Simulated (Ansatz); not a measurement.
# W (Im-3m) in Ansatz: a series of runs

One crystal, W, is run at these levels: PBE+D3(BJ), revPBE; tasks: single point, electrostatic potential.

Everything below comes from runs of Ansatz 0.2.0. Logs are shortened: lines on timing, memory, paths and dates and some standing lists are left out, and cuts for length are marked.

## Step 1: The structure

The structure is cubic, space group Im-3m (No. 229). The conventional cell has a = 3.165 Å, b = 3.165 Å, c = 3.165 Å, α = 90.00°, β = 90.00°, γ = 90.00°. W (site symmetry m-3m) is surrounded by 8 W at 2.74 Å.

## Step 2: Single point, PBE+D3(BJ) (cell strained at random at fixed volume)

Input file input.yaml:

```yaml
crystal:
  lattice:
    - [-1.624943, 1.607012, 1.588618]
    - [1.647914, -1.574433, 1.57901]
    - [1.562222, 1.511712, -1.55604]
  atoms:
    - { symbol: W, position: [0.0, 0.0, 0.0] }
hamiltonian:
  xc: pbe
  pseudopotentials: { kind: paw, source: jth }
  dispersion: d3bj
kpoints:
  mp_grid: { grid: [9, 9, 9] }
scf:
  occupations: { method: tetrahedron }
output:
  forces: true
  stress: true
```

Potentials or basis: JTH PAW.

Launch:

```sh
> ansatz run input.yaml --threads 1 --pin off --max-ram 2560MiB --backend cpu --events-out ev --progress --plain --runs-dir out
```

Standard output:

```text
Warning: output.forces, output.stress, relax.cell or npt_langevin: where a Kohn–Sham band that disperses or a degenerate level is filled in part under the method tetrahedron, the forces or the stress that this run publishes need not agree with its energy (scf.occupations.method in the input reference, under Limitations); prefer a smearing scheme for the forces or the stress
Warning: the checks of this W dataset prove no rule for summing its radial tables, as where they were carried onto another mesh than they were made on, and Gregory's rule is taken, under which a leading mesh point left out moves its sums only by what lay on the interval it spanned. That does not make them correct, and they differ from Quantum ESPRESSO's on this file; a re-export a fraction of a mesh step off can move them. hamiltonian.pseudopotentials.radial_quadrature: simpson_from_first_knot sums it by `pw.x`'s rule; on a PAW file no value gives `pw.x`'s numbers. What more to know: hamiltonian.pseudopotentials.radial_quadrature, in the input reference
Warning: RAYON_NUM_THREADS=1 ignored (pool sized by the plan → 1); use --threads N
Engine: ansatz 0.2.0, aarch64-unknown-linux-gnu
Pseudopotentials: kind: paw
Pseudopotential: W, paw, valence charge 14, recommended cutoff 1290 eV (normal), W.paw.azcp
Functional definition: PBE
  parameter kappa = 0.804
  parameter beta = 0.06672455060314922
  exchange = pbe_x(kappa = kappa, mu = beta*pi^2/3)
  correlation = pbe_c(beta = beta)
Crystal: 1 atoms, lattice volume = 15.848 Å³
Basis set: ecut = 1290 eV, 1667 PW (Γ), exchange–correlation on 72×72×64 points (8 copies of the dense FFT grid, shifted against one another)
Bands: 11, of which v1, the nominal top of the filled ones, is band 7 counted from 1 (6 counted from 0)
Symmetry: 2 space group operations
Space group: P-1 (ITA 2), of the structure as read, at distance tolerance 2.5e-5 Å
k-points: 365 of 729
Non-local potential: W, projectors of the file, l = 0: 2, l = 1: 2, l = 2: 2
PAW form: soft (Blöchl's): semilocal exchange-correlation on the pseudo side does not see the compensation charge
PAW one-centre angular grid: W, 590 points (default); XC on 131 of its mesh's 977 points in the sphere
Initial density: superposition of atomic densities (chi_scale 0.1, normalization cell)
Initial wavefunctions: pseudopotential atomic-orbital guess
Functional: x = pbe(κ = 0.804, μ = 0.2195149727645171), c = pbe(β = 0.06672455060314922)
SCF iter   1: F=—  HF=-10344.579198 eV  |F-HF|=—  |Δ(HF+E_count)|=         —  Δρ=6.55e-2  dr2=6.12e-1  ethr=3.10e-3  ⟨swp⟩=6.2  Hψ=36383  notcnv=0
preconditioner: auto → none  [metal: no gap  n_scr=0 (ndim 8)  ℏωp=22.8 eV  f_vac=0.000]
SCF iter   2: F=—  HF=-10344.373305 eV  |F-HF|=—  |Δ(HF+E_count)|=   2.06e-1  Δρ=2.24e-2  dr2=3.90e-2  ethr=3.10e-3  ⟨swp⟩=2.8  Hψ=9415  notcnv=0  defer=3
SCF iter   3: F=—  HF=-10344.368329 eV  |F-HF|=—  |Δ(HF+E_count)|=   4.98e-3  Δρ=6.74e-3  dr2=2.30e-3  ethr=2.78e-4  ⟨swp⟩=2.5  Hψ=6477  notcnv=0  defer=3
SCF iter   4: F=—  HF=-10344.368503 eV  |F-HF|=—  |Δ(HF+E_count)|=   1.74e-4  Δρ=1.41e-4  dr2=1.18e-6  ethr=1.64e-5  ⟨swp⟩=2.0  Hψ=5280  notcnv=0  defer=3
SCF iter   5: F=—  HF=-10344.368509 eV  |F-HF|=—  |Δ(HF+E_count)|=   5.76e-6  Δρ=4.52e-5  dr2=1.54e-7  ethr=7.14e-10  ⟨swp⟩=5.0  Hψ=14653  notcnv=0
SCF iter   6: F=-10344.368507 eV  HF=-10344.368507 eV  |F-HF|=1.35e-10  |Δ(HF+E_count)|=   2.35e-6  Δρ=2.82e-6  dr2=6.42e-10  ethr=7.14e-10  ⟨swp⟩=4.0  Hψ=11849  notcnv=0
SCF 1 converged in 6 iterations: F = -10344.368507 eV  dr2 = 6.42e-10
SCF converged after 6 iterations
Stability not checked: this state was not tested for a lower state beside it, because cold or Methfessel-Paxton smearing, or corrected tetrahedra, fill the levels in a way that the test cannot read (fill_not_monotonic; see scf.lower_state_search)
Free energy (F): -10344.368507 eV
Harris-Foulkes:  -10344.368507 eV  (|F-HF|=1.35e-10)
Internal energy: -10344.368500 eV  (E = F + TS)
E sigma→0 (E₀):  -10344.368507 eV
Entropy (-TS):   -0.000006 eV (-0.006 meV/atom)
Fermi energy:    21.857080 eV
--- Per-component energies (eV) ---
  E_band       = -93.751422
  E_kinetic    = 184.509529
  E_local      = -598.395174  (includes V_loc(G=0)·N_el)
  E_nonlocal   = 275.733770
  E_hartree    = 272.199618
  E_xc         = -208.581634
  E_vxc        = -115.627792  (∫ρ·V_xc dr)
  E_paw        = -8646.764876  (= ΣΔE_a)
  E_vpaw       = -384.371039  (= ΣTr[D̂ρ^β])
  E_aug_tail   = -0.000017  (compensation charges beyond the density's cutoff)
  E_ewald      = -1622.374032
  E_disp       = -0.695684  (pairwise vdW)
  E_smearing   = -0.000006  (= −TS)
  E_closure    = 0.000000  (closes the sum)
  Σ components = -10344.368507   (vs F -10344.368507, Δ=0.00e0)
--- Forces (eV/Å), atoms counted from 1 ---
  atom   1  W      0.00000000     0.00000000     0.00000000
  max |Σ_I F_I| component: 0.00e0 eV/Å
--- Stress (GPa, compression-positive) ---
       -5.183826       6.286183      -2.735529
        6.286183       5.433127      -3.435562
       -2.735529      -3.435562      -0.440749
  P = ⅓ Tr σ = -0.0638 GPa (-0.638 kbar)
--- Band table (eV; the first three rows and the last of 365) ---
  k-point 0: bands = ["-52.4347", "-16.0499", "-16.0081", "-15.9027", "12.1422", "20.0443", "20.6087", "20.9301", "23.8580", "24.3074", "36.0620"]
  k-point 1: bands = ["-52.4166", "-16.1144", "-16.0508", "-16.0310", "12.7546", "20.3484", "20.5450", "20.9357", "23.3895", "24.0531", "36.7058"]
  k-point 2: bands = ["-52.3706", "-16.5320", "-16.1955", "-16.0451", "14.2672", "19.6451", "20.2014", "22.5719", "22.9998", "23.9978", "36.9845"]
  k-point 364: bands = ["-52.3312", "-16.9378", "-16.3222", "-16.1110", "16.4363", "18.3699", "19.0985", "24.3242", "24.7616", "27.1681", "34.9228"]
```

Run time: 17 s. Hardware: 1 thread of Arm Neoverse V1, shared host; peak memory 0.55 GiB.

Results:

* Free energy: -10344.3685 eV
* Pressure: -0.1 GPa
* Band gap on the k mesh: none (metal or under the smearing width)

Stress tensor (GPa, compression positive):
```
-5.18  6.29 -2.74
 6.29  5.43 -3.44
-2.74 -3.44 -0.44
```

Caveat: pairwise dispersion overbinds metals, which lowers pressure and volume; with tetrahedron occupations forces and stress needn't match the slope of the energy. The run has no spin-orbit coupling, so splittings on W are missing.

## Step 3: Electrostatic potential, revPBE, spin-orbit coupling, no magnetisation

Input file input.yaml:

```yaml
crystal:
  lattice: { a: 3.16469, b: 3.16469, c: 3.16469, alpha: 90.0, beta: 90.0, gamma: 90.0 }
  space_group: 229
  reduce_to_primitive: true
  atoms:
    - { symbol: W, wyckoff: "2a", position: [0.0, 0.0, 0.0] }
hamiltonian:
  xc: revpbe
  pseudopotentials: { kind: nc_fr }
magnetization:
  noncollinear: true
  spin_orbit: true
kpoints:
  mp_grid: { grid: [12, 12, 12] }
scf:
  occupations: { method: fermi_dirac, width: 0.1 }
output:
  forces: true
  stress: true
  eigenvalues: true
  write_density: true
  write_potential: true
  elf: true
  volumetric_format: npy
```

Potentials or basis: PseudoDojo standard (PBE files).

Launch:

```sh
> ansatz run input.yaml --threads 1 --pin off --max-ram 2560MiB --backend cpu --events-out ev --progress --plain --runs-dir out
```

Standard output:

```text
Warning: RAYON_NUM_THREADS=1 ignored (pool sized by the plan → 1); use --threads N
crystal.space_group: 229 is read as Im-3m: the typed cell holds W2 (W 2a). Least distances (Å): W–W 2.741
[... 1 set-up line as earlier in the session ...]
Pseudopotentials: kind: nc_fr
Pseudopotential: W, nc_fr, valence charge 14, recommended cutoff 1006.821291 eV (normal), W.nc_fr.azcp (PseudoDojo's, or run here from an input of PseudoDojo's: the run reads no file of this project's for it)
Functional definition: revPBE
  parameter kappa = 1.245
[... 3 set-up lines as earlier in the session ...]
non-collinear run that drives no moment, with spin-orbit: no starting moment large enough to seed its density (crystal.atoms[].spin), no starting occupations that ask for one, no magnetisation constraint and no magnetic field, so the semilocal B_xc is pinned to zero
Crystal: 1 atoms, lattice volume = 15.848 Å³
[... 38 lines left out ...]
  E_closure    = -0.000000  (closes the sum)
  Σ components = -2068.564370   (vs F -2068.564370, Δ=0.00e0)
--- Forces (eV/Å), atoms counted from 1 ---
  atom   1  W     -0.00000000     0.00000000     0.00000000
  max |Σ_I F_I| component: 4.34e-30 eV/Å
--- Stress (GPa, compression-positive) ---
        9.477796      -0.000000       0.000000
        0.000000       9.477796      -0.000000
       -0.000000      -0.000000       9.477796
  P = ⅓ Tr σ = 9.4778 GPa (94.778 kbar)
--- Band table (eV; the first three rows and the last of 72) ---
  k-point 0: bands = ["-51.3978", "-51.3978", "-22.3702", "-22.3702", "-12.2895", "-12.2895", "-12.2895", "-12.2895", "12.9815", "12.9815", "21.2060", "21.2060", "21.2060", "21.2060", "21.7179", "21.7179", "24.9650", "24.9650", "24.9650", "24.9650", "37.0763", "37.0763"]
  k-point 1: bands = ["-51.3888", "-51.3888", "-22.3945", "-22.3945", "-12.3744", "-12.3744", "-12.3060", "-12.3060", "13.3147", "13.3147", "21.0806", "21.0806", "21.2651", "21.2651", "21.8534", "21.8534", "24.6592", "24.6592", "24.9726", "24.9726", "37.3602", "37.3602"]
  k-point 2: bands = ["-51.3641", "-51.3641", "-22.4611", "-22.4611", "-12.5997", "-12.5997", "-12.3504", "-12.3504", "14.2244", "14.2244", "20.6454", "20.6454", "21.0365", "21.0365", "22.7050", "22.7050", "24.2451", "24.2451", "25.0311", "25.0311", "37.8137", "37.8137"]
  k-point 71: bands = ["-51.1612", "-51.1612", "-22.9365", "-22.9365", "-13.3738", "-13.3738", "-13.3738", "-13.3738", "16.7846", "16.7846", "16.7846", "16.7846", "27.5809", "27.5809", "27.5809", "27.5809", "28.3079", "28.3079", "29.0360", "29.0360", "31.6123", "31.6123"]
```

rho_z.tsv:

```text
# z_ang	rho[e/angstrom^3]	m_x[e/angstrom^3]	m_y[e/angstrom^3]	m_z[e/angstrom^3]	m_norm[e/angstrom^3]
# format = ansatz-planar-average/11
# lattice	-1.582345000	1.582345000	1.582345000
# lattice	1.582345000	-1.582345000	1.582345000
# lattice	1.582345000	1.582345000	-1.582345000
# sites	1
# site	74	0.000000000	0.000000000	0.000000000
0.000000	1.450683e0	0.000000e0	0.000000e0	0.000000e0	0.000000e0
0.091357	1.448318e0	0.000000e0	0.000000e0	0.000000e0	0.000000e0
0.182713	1.437529e0	0.000000e0	0.000000e0	0.000000e0	0.000000e0
0.274070	1.407644e0	0.000000e0	0.000000e0	0.000000e0	0.000000e0
0.365427	1.344306e0	0.000000e0	0.000000e0	0.000000e0	0.000000e0
0.456784	1.237648e0	0.000000e0	0.000000e0	0.000000e0	0.000000e0
[... 22 lines left out ...]
2.557988	1.437529e0	0.000000e0	0.000000e0	0.000000e0	0.000000e0
2.649345	1.448318e0	0.000000e0	0.000000e0	0.000000e0	0.000000e0
```

Wall time 17 s (1 thread of Arm Neoverse V1, shared host); peak memory 0.38 GiB.

Results:

| Quantity | Value |
| --- | --- |
| Free energy | -2068.5644 eV |
| Pressure | 9.5 GPa |
| Band gap on the k mesh | none (metal or under the smearing width) |

Caveat: the potentials were made for another functional, which shifts forces and pressure.
